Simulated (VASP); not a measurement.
# ZrSe2 (P-3m1) in VASP: further runs

The runs below take ZrSe2 through single point, with PBE0.

Everything below comes from runs of VASP 6.6.1. Logs are shortened: lines on timing, memory, paths and dates and some standing lists are left out, and cuts for length are marked.

## (1) The structure

The structure is trigonal, space group P-3m1 (No. 164). Conventional cell: a = 3.798 Å, b = 3.798 Å, c = 6.192 Å, α = 90.00°, β = 90.00°, γ = 120.00°. Zr (site symmetry -3m) has 6 Se at 2.68 Å as nearest neighbours. Se (site symmetry 3m) is surrounded by 3 Zr at 2.68 Å.

## (2) Single point, PBE0

The input, POSCAR:

```
ZrSe2
1.0
    3.7980000000      0.0000000000      0.0000000000
   -1.8990000000      3.2891644836      0.0000000000
    0.0000000000      0.0000000000      6.1920000000
Zr Se
1 2
Direct
    0.0000000000      0.0000000000      0.0000000000
    0.6666666667      0.3333333333      0.7500000000
    0.3333333333      0.6666666667      0.2500000000
```

The input, INCAR.step1:

```
PREC = Accurate
ENCUT = 520
EDIFF = 1E-5
ISMEAR = 0
SIGMA = 0.01
LREAL = F
LASPH = T
NELM = 100
ALGO = Normal
ISIF = 2
LWAVE = T
LCHARG = F
NKRED = 1
NBANDS = 20
GGA = PE
```

The input, INCAR.step2:

```
PREC = Accurate
ENCUT = 520
EDIFF = 1E-6
ISMEAR = 0
SIGMA = 0.01
LREAL = F
LASPH = T
NELM = 100
ALGO = Normal
ISIF = 2
LWAVE = F
LCHARG = F
GGA = PE
LHFCALC = T
AEXX = 0.25
PRECFOCK = Fast
NKRED = 1
NBANDS = 20
ISTART = 1
```

The input, KPOINTS:

```
Automatic mesh
0
Gamma
  4 4 3
```

Potentials or basis: VASP PAW PBE potentials, release 64 (Zr_sv, Se).

On the command line:

```
> cat potpaw_PBE.64/Zr_sv/POTCAR potpaw_PBE.64/Se/POTCAR > POTCAR
> cp INCAR.step1 INCAR
> mpirun -np 1 vasp_std > vasp.out
> cp INCAR.step2 INCAR
> mpirun -np 1 vasp_std > vasp.out
```

OUTCAR:

```text
PREC = Accurate
   ENCUT = 520
   EDIFF = 1E-6
   ISMEAR = 0
   LREAL = F
   LASPH = T
   NELM = 100
   ISIF = 2
   GGA = PE
   LHFCALC = T
   AEXX = 0.25
   PRECFOCK = Fast
   NKRED = 1
   ISTART = 1

 Found      9 irreducible k-points:

 Following reciprocal coordinates:
            Coordinates               Weight
  0.000000  0.000000  0.000000      1.000000
  0.250000 -0.000000  0.000000      6.000000
  0.500000 -0.000000  0.000000      3.000000
  0.250000  0.250000  0.000000      6.000000
  0.000000  0.000000  0.333333      2.000000
  0.250000 -0.000000  0.333333      6.000000
   k-points           NKPTS =      9   k-points in BZ     NKDIM =     48   number of bands    NBANDS=     20
   number of dos      NEDOS =    301   number of ions     NIONS =      3
   total plane-waves  NPLWV =  37632
   dimension x,y,z NGX =    28 NGY =   28 NGZ =   48
   dimension x,y,z NGXF=    56 NGYF=   56 NGZF=   96
   ions per type =               1   2
   NGX,Y,Z   is equivalent  to a cutoff of  12.26, 12.26, 12.89 a.u.
   NGXF,Y,Z  is equivalent  to a cutoff of  24.51, 24.51, 25.77 a.u.
 SYSTEM =  unknown system
   PREC   = accura    normal or accurate (medium, high low for compatibility)
   ISTART =      1    job   : 0-new  1-cont  2-samecut
   ICHARG =      0    charge: 1-file 2-atom 10-const
   ISPIN  =      1    spin polarized calculation?
   LNONCOLLINEAR =      F non collinear calculations
   LSORBIT =      F    spin-orbit coupling
   LASPH  =      T    aspherical Exc in radial PAW
   ENCUT  =  520.0 eV  38.22 Ry    6.18 a.u.   7.06  7.06 11.51*2*pi/ulx,y,z
   NELM   =    100;   NELMIN=  2; NELMDL=  0     # of ELM steps
   EDIFF  = 0.1E-05   stopping-criterion for ELM
   LREAL  =      F    real-space projection
   EDIFFG = 0.1E-04   stopping-criterion for IOM
   NSW    =      0    number of steps for IOM
   IBRION =     -1    ionic relax: 0-MD 1-quasi-New 2-CG
   NFREE  =      0    steps in history (QN), initial steepest desc. (CG)
   ISIF   =      2    stress and relaxation
   ISYM   =      3    0-nonsym 1-usesym 2-fastsym
   POTIM  = 0.5000    time-step for ionic-motion
   TEBEG  =    0.0;   TEEND  =   0.0 temperature during run
   PSTRESS=    0.0 pullay stress
   NELECT =      24.0000    total number of electrons
   NUPDOWN=      -1.0000    fix difference up-down
   EMIN   =  10.00;   EMAX   =-10.00  energy-range for DOS
   EFERMI =   0.00;   METHOD = LEGACY
   ISMEAR =     0;   SIGMA  =   0.01  broadening in eV -4-tet -1-fermi 0-gaus
   EFERMI_NEDOS =   21; number of points for ismear=-14 and -15
   IALGO  =     38    algorithm
   IMIX   =      1    mixing-type and parameters
     AMIX     =   0.40;   BMIX     =  1.00
     AMIX_MAG =   1.60;   BMIX_MAG =  1.00
  volume/ion in A,a.u.               =      25.78       174.00
  Fermi-wavevector in a.u.,A,eV,Ry     =   1.108293  2.094371 16.712230  1.228314
  Thomas-Fermi vector in A             =   2.244819
   LORBIT       =      0    0 simple, 1 ext, 2 COOP (PROOUT), +10 PAW based schemes
   GGA     = PE    functional components
   LHFCALC =     T    Hartree Fock is set to
   PRECFOCK=fast      Normal, Fast or Accurate (Low or Medium for compatibility)
   ENCUT4O =  -1.0   cutoff for four orbital integrals eV
   NKREDX  =     1    reduce k-point grid by
   NKREDY  =     1    reduce k-point grid by
   NKREDZ  =     1    reduce k-point grid by
   AEXX    =    0.2500 exact exchange contribution
   HFSCREEN=    0.0000 screening length (either q_TF or 0.3 A-1)
   HFSCREENC=   0.0000 screening length for correlation (either q_TF or 0.3 A-1)
   ENCUTFOCK=  -1.0 apply spherical cutoff to Coloumb kernel
   IVDW    =     0    specifies the selected vdW correction
   LEPSILON=     F    determine dielectric tensor
   LRPA    =     F    only Hartree local field effects (RPA)
 non-spin polarized calculation
 Gauss-broadening in eV      SIGMA  =   0.01
  energy-cutoff  :      520.00
  volume of cell :       77.35
 maximum number of plane-waves:      2094
  NGX = 16; NGY = 16; NGZ = 28

 number of electron      24.0000002 magnetization

 Free energy of the ion-electron system (eV)
  ---------------------------------------------------
  ext. energy  EPLUGINS =         0.00000000
  ---------------------------------------------------
  free energy    TOTEN  =       -25.36339161 eV

  energy without entropy =      -25.36339161  energy(sigma->0) =      -25.36339161

 E-fermi :   3.5331     XC(G=0):  -7.4699

 val. band max:        3.4590115744   @ k =   0.0000   0.0000   0.0000
 cond. band min:       5.2532604696   @ k =   0.5000  -0.0000   0.3333
 fundamental gap:      1.7942488952
 Fermi energy:         3.5331006519

 k-point     1 :       0.0000    0.0000    0.0000
  band No.  band energies     occupation
      1     -49.7199      2.00000
      2     -26.3681      2.00000
      3     -26.2234      2.00000
      4     -26.2234      2.00000
      5     -11.1373      2.00000
      6      -9.6946      2.00000
      7      -1.8091      2.00000
      8       0.3283      2.00000
      9       0.3283      2.00000
     10       3.3664      2.00000
     11       3.3664      2.00000
     12       3.4590      2.00000
     13       5.9570      0.00000
     14       5.9570      0.00000
     15       6.5690      0.00000
     16       9.3383      0.00000
     17       9.3383      0.00000
     18       9.8312      0.00000
     19       9.9904      0.00000
     20      14.0734      0.00000

 k-point     2 :       0.2500   -0.0000    0.0000
  band No.  band energies     occupation
      1     -49.7128      2.00000
      2     -26.3457      2.00000
      3     -26.3339      2.00000
      4     -26.2483      2.00000
      5     -10.5701      2.00000
      6      -9.7547      2.00000
      7      -0.9613      2.00000
      8      -0.1960      2.00000
      9       0.4215      2.00000
     10       0.5787      2.00000
     11       2.2170      2.00000
     12       2.7645      2.00000
     13       5.7385      0.00000
     14       7.1344      0.00000
     15       7.3498      0.00000
     16       9.2177      0.00000
     17       9.4686      0.00000
     18      11.8079      0.00000
     19      12.6226      0.00000
     20      13.6932      0.00000

 k-point     3 :       0.5000   -0.0000    0.0000
  band No.  band energies     occupation
      1     -49.7057      2.00000
      2     -26.4457      2.00000
      3     -26.3192      2.00000
      4     -26.2727      2.00000
      5     -10.0100      2.00000
      6      -9.6964      2.00000
      7      -1.7243      2.00000
      8       0.0769      2.00000
      9       0.4845      2.00000
     10       0.5811      2.00000
     11       1.0410      2.00000
     12       1.8676      2.00000
     13       5.3849      0.00000
     14       7.6174      0.00000
     15       7.9890      0.00000
     16       9.9248      0.00000
     17      10.1818      0.00000
     18      10.8873      0.00000
     19      12.3969      0.00000
     20      13.6473      0.00000

 k-point     4 :       0.2500    0.2500    0.0000
  band No.  band energies     occupation
      1     -49.7057      2.00000
      2     -26.4028      2.00000
      3     -26.3230      2.00000
      4     -26.3134      2.00000
      5      -9.9161      2.00000
      6      -9.7957      2.00000
      7      -0.9629      2.00000
      8      -0.3417      2.00000
      9       0.0847      2.00000
     10       0.4796      2.00000
     11       0.7799      2.00000
     12       1.7909      2.00000
     13       6.5142      0.00000
     14       7.4181      0.00000
     15       7.7244      0.00000
     16       8.7402      0.00000
     17      10.0163      0.00000
     18      11.8657      0.00000
     19      13.4734      0.00000
     20      14.2989      0.00000

 k-point     5 :       0.0000    0.0000    0.3333
  band No.  band energies     occupation
      1     -49.7199      2.00000
      2     -26.3682      2.00000
      3     -26.2233      2.00000
      4     -26.2233      2.00000
      5     -10.9434      2.00000
      6      -9.9879      2.00000
      7      -1.0011      2.00000
      8       0.3666      2.00000
      9       0.3666      2.00000
     10       1.8428      2.00000
     11       3.2327      2.00000
     12       3.2328      2.00000
     13       5.9352      0.00000
     14       5.9352      0.00000
     15       6.9366      0.00000
     16       9.6609      0.00000
     17       9.6609      0.00000
     18      10.3093      0.00000
     19      11.2779      0.00000
     20      14.2240      0.00000

 k-point     6 :       0.2500   -0.0000    0.3333
  band No.  band energies     occupation
      1     -49.7128      2.00000
      2     -26.3458      2.00000
      3     -26.3337      2.00000
      4     -26.2483      2.00000
      5     -10.3808      2.00000
      6      -9.9842      2.00000
      7      -0.7905      2.00000
      8      -0.2609      2.00000
      9       0.6134      2.00000
     10       0.7879      2.00000
     11       2.1310      2.00000
     12       2.2155      2.00000
     13       5.7146      0.00000
     14       7.1870      0.00000
     15       7.4284      0.00000
     16       9.0614      0.00000
     17       9.5815      0.00000
     18      11.8061      0.00000
     19      12.9555      0.00000
     20      13.7348      0.00000

 [... further k-points ...]

------------------------ aborting loop because EDIFF is reached ----------------------------------------

  FORCE on cell =-STRESS in cart. coord.  units (eV):
  Direction    XX          YY          ZZ          XY          YZ          ZX
  --------------------------------------------------------------------------------------
  -------------------------------------------------------------------------------------
  Total        0.3401023      0.3401023      0.6210880     -0.0000000      0.0000000      0.0000000
  in kB        7.0444759      7.0444759     12.8644804     -0.0000000      0.0000000      0.0000000
  external PRESSURE =       8.9844774 kB  Pullay stress =       0.0000000 kB

 VOLUME and BASIS-vectors are now :
 -----------------------------------------------------------------------------
  energy-cutoff  :      520.00
  volume of cell :       77.35
      direct lattice vectors                 reciprocal lattice vectors
     3.798000000  0.000000000  0.000000000     0.263296472  0.152014289  0.000000000
    -1.899000000  3.289164484  0.000000000     0.000000000  0.304028578  0.000000000
     0.000000000  0.000000000  6.192000000     0.000000000  0.000000000  0.161498708

 POSITION                                       TOTAL-FORCE (eV/Angst)
 -----------------------------------------------------------------------------------
      0.00000      0.00000      0.00000        -0.000000      0.000000      0.000000
      1.89900      1.09639      4.64400        -0.000000     -0.000000     -0.026866
     -0.00000      2.19278      1.54800         0.000000      0.000000      0.026866
 -----------------------------------------------------------------------------------
    total drift:                               -0.000000     -0.000000      0.000000

  FREE ENERGIE OF THE ION-ELECTRON SYSTEM (eV)
  ---------------------------------------------------
  free  energy   TOTEN  =       -25.3633916125 eV

  energy  without entropy=      -25.3633916125  energy(sigma->0) =      -25.36339161
```

It took 3.5 min on 1 thread of Intel Xeon Platinum 8559C (Emerald Rapids), shared host; peak memory 0.2 GiB.

These settings aren't checked as converged: the numbers below hold their error.

Results:

| Item | Value |
| --- | --- |
| Free energy | -25.3634 eV |
| Pressure | 0.9 GPa |
| Largest force | 0.027 eV/Å |
| Band gap on the k mesh | 1.79 eV, indirect (least direct gap 2.50 eV) |

Caveat: the k mesh is coarse (spacing up to 0.48 Å⁻¹), so the values aren't converged, least of all with exact exchange; the PAW data sets were made with another functional, which shifts forces and pressure a little; an odd mesh through Γ misses points on the zone boundary, where band edges often lie; this functional lacks dispersion, which binds the layers, so the pressure and a relaxed spacing across them are unreliable.

## (3) Single point, PBE0

POSCAR is that of step 2.

INCAR.step1, as its differences from that of step 2:

```diff
@@ -1,3 +1,3 @@
 PREC = Accurate
-ENCUT = 520
+ENCUT = 460
 EDIFF = 1E-5
```

INCAR.step2, as its differences from that of step 2:

```diff
@@ -1,3 +1,3 @@
 PREC = Accurate
-ENCUT = 520
+ENCUT = 460
 EDIFF = 1E-6
```

The input, KPOINTS:

```
Automatic mesh
0
Gamma
  5 5 3
```

Potentials or basis: VASP PAW PBE potentials, release 64 (Zr_sv, Se).

On the command line:

```
> cat potpaw_PBE.64/Zr_sv/POTCAR potpaw_PBE.64/Se/POTCAR > POTCAR
> cp INCAR.step1 INCAR
> mpirun -np 1 vasp_std > vasp.out
> cp INCAR.step2 INCAR
> mpirun -np 1 vasp_std > vasp.out
```

Wall time 7 min (1 thread of Intel Xeon Platinum 8559C (Emerald Rapids), shared host); peak memory 0.2 GiB.

These settings aren't checked as converged: the numbers below hold their error.

What came out:

| Item | Value |
| --- | --- |
| Free energy | -25.3919 eV |
| Pressure | 0.7 GPa |
| Largest force | 0.035 eV/Å |
| Band gap on the k mesh | 1.82 eV, indirect (least direct gap 2.50 eV) |

Caveat: the PAW data sets were made with another functional, which shifts forces and pressure a little; an odd mesh through Γ misses points on the zone boundary, where band edges often lie; this functional lacks dispersion, which binds the layers, so the pressure and a relaxed spacing across them are unreliable.
